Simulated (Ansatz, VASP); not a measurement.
**Cu: VASP beside Ansatz**

```
CELL_PARAMETERS angstrom
0.00000 1.78169 1.78169
1.78169 0.00000 1.78169
1.78169 1.78169 0.00000
ATOMIC_POSITIONS crystal
Cu 0.00000 0.00000 0.00000
```

Alike in both runs: functional PBEsol; k mesh 20 × 20 × 20; occupations gaussian, width 0.1 eV; no spin polarisation.

Ansatz relaxed the structure, and its values are those at the end. VASP's run is a single point on that final structure, the one shown.

|  | VASP | Ansatz |
| --- | --- | --- |
| version | VASP 6.6.1 | Ansatz 0.2.0 |
| potentials or method | VASP PAW PBE potentials, release 64 (Cu) | scalar-relativistic, plane waves, PAW |
| plane-wave cutoff (eV) | 520 | 420 |
| valence electrons in the cell | 11 | 19 |

Ansatz gave:

```
gap on the k mesh at the Fermi level (eV) : none
pressure (GPa)                            : 0.0
```

Question: Which values does VASP return?

Answer: gap on the k mesh at the Fermi level (eV): none; pressure (GPa): 0.7.

A gap of «none» marks a metal or a gap that the smearing closes. The functional is the same, so the differences come from potentials, cutoffs and numerics. The two sets of potentials don't hold the same shells in valence.

Caveats: the PAW data sets were made with another functional, which shifts forces and pressure a little (VASP).
